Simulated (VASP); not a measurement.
The system is TePt.

```xyz
2
Lattice="0.0000 3.2450 3.2450 3.2450 0.0000 3.2450 3.2450 3.2450 0.0000" Properties=species:S:1:pos:R:3 pbc="T T T"
Pt    0.0000    0.0000    0.0000
Te    1.6225    1.6225    1.6225
```

Measurements of this composition are mostly on another form, of space group No. 166.

```yaml
Program: VASP 6.6.1
Task: relaxation of cell and atoms
Functional: r2SCAN
Dispersion: D4
Potentials_or_basis: VASP PAW PBE potentials, release 64 (Pt, Te)
Cutoff: 600 eV
k_mesh: 7 × 7 × 7
Occupations: gaussian, width 0.05 eV
Spin: no spin polarisation
```

At the start: pressure -13.1 GPa; volume 34.17 Å³/atom.

**Question.** How do energy, volume and symmetry change on relaxing?

**Answer.** Over 7 steps the energy falls by 415.5 meV/atom and the volume is 26.41 Å³/atom (-22.7 %); space group F-43m (No. 216, to 0.05 Å).

The path:
| step | energy change (eV) | largest force (eV/Å) | pressure (GPa) | volume (Å³) |
| --- | --- | --- | --- | --- |
| 1 | 0.0000 | 0.0000 | -13.14 | 68.34 |
| 2 | -0.2135 | 0.0000 | 27.65 | 44.21 |
| 3 | -0.8301 | 0.0000 | -0.70 | 53.21 |
| 4 | -0.8309 | 0.0000 | -0.19 | 52.93 |
| 5 | -0.8308 | 0.0000 | 0.33 | 52.65 |
| 6 | -0.8307 | 0.0000 | -0.38 | 53.03 |
| 7 | -0.8310 | 0.0000 | 0.01 | 52.82 |

Final structure:
```xyz
2
Lattice="0.0000 2.9780 2.9780 2.9780 0.0000 2.9780 2.9780 2.9780 0.0000" Properties=species:S:1:pos:R:3 pbc="T T T"
Pt    0.0000    0.0000    0.0000
Te    1.4890    1.4890    1.4890
```

Caveat: the volume moved by over 15 % at a fixed basis, so the end points are rough; the PAW data sets were made with another functional, which shifts forces and pressure a little; pairwise dispersion overbinds metals, which lowers pressure and volume.
